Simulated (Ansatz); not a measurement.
Response of AgCl to small distortions

```
CELL_PARAMETERS angstrom
0.00000 2.80520 2.80520
2.80520 0.00000 2.80520
2.80520 2.80520 0.00000
ATOMIC_POSITIONS crystal
Ag 0.00000 0.00000 0.00000
Cl 0.50000 0.50000 0.50000
```

Atoms are numbered in the order listed.

The cell was built from the rocksalt type and relaxed in the same program, and has space group Fm-3m; it needn't be a known or the stable phase.

These are results of Ansatz 0.2.0, DFT, PBE, all-electron PAW with datasets made for the crystal, scalar-relativistic, not measurements.

Sampling and basis: a Γ-centred 12×12×12 k mesh, Fermi–Dirac smearing of 0.08 eV, cutoff 260 eV (chosen by the program for this cell), no spin polarisation.

The unchanged cell is at 0.03 GPa.

Semilocal functionals give too small gaps.

x, y and z are the Cartesian axes of the cell as listed; fractional coordinates follow a strain, and an engineering shear is twice the off-diagonal strain component.

Vzz stands for the principal value of largest size of the field-gradient tensor, whatever its axis.

Spin–orbit coupling is left out, which moves gradients at and beside heavy atoms by some per cent and at worst by a factor of two.

With z strained by -1.5 % at fixed volume: energy change under 1 meV/atom; stress change (xx, yy, zz, yz, xz, xy) -0.08, -0.08, 0.29, 0.00, 0.00, 0.00 GPa, compression positive; Vzz in 10²¹ V/m²: Ag1 0 → -1.05 (η = 0.00), Cl2 0 → 1.17 (η = 0.00); gap on the k mesh 0.92 → 0.86 eV.

Question: With this change (equal xy, yz and zx engineering shear strains of -1.5 %), what becomes of the energy and stress and field gradients and gap?

Answer: Energy change under 1 meV/atom; stress change (xx, yy, zz, yz, xz, xy) 0.00, 0.00, 0.00, 0.09, 0.09, 0.09 GPa, compression positive; Vzz in 10²¹ V/m²: Ag1 0 → 0.33 (η = 0.00), Cl2 0 → -0.65 (η = 0.00); gap on the k mesh 0.92 → 0.91 eV.

Question: With this change (atom 1 (Ag) moved by (0.0354, 0.0354, 0.0000) Å), what becomes of the energy and stress and forces and field gradients and gap?

Answer: Energy change under 1 meV/atom; stress change (xx, yy, zz, yz, xz, xy) 0.05, 0.05, 0.00, 0.00, 0.00, -0.01 GPa, compression positive; change of the force on Ag1 (-0.030, -0.030, 0.000) eV/Å; Vzz in 10²¹ V/m²: Ag1 0 → -0.06 (η = 0.22), Cl2 0 → 0.02 (η = 0.40); gap on the k mesh 0.92 → 0.92 eV.

Question: What force constant does this one finite step give for Ag1 along its displacement (all its periodic images move with it)?

Answer: k = −ΔF·u/|u|² = 0.84 eV/Å², so the force pulls the atom back.
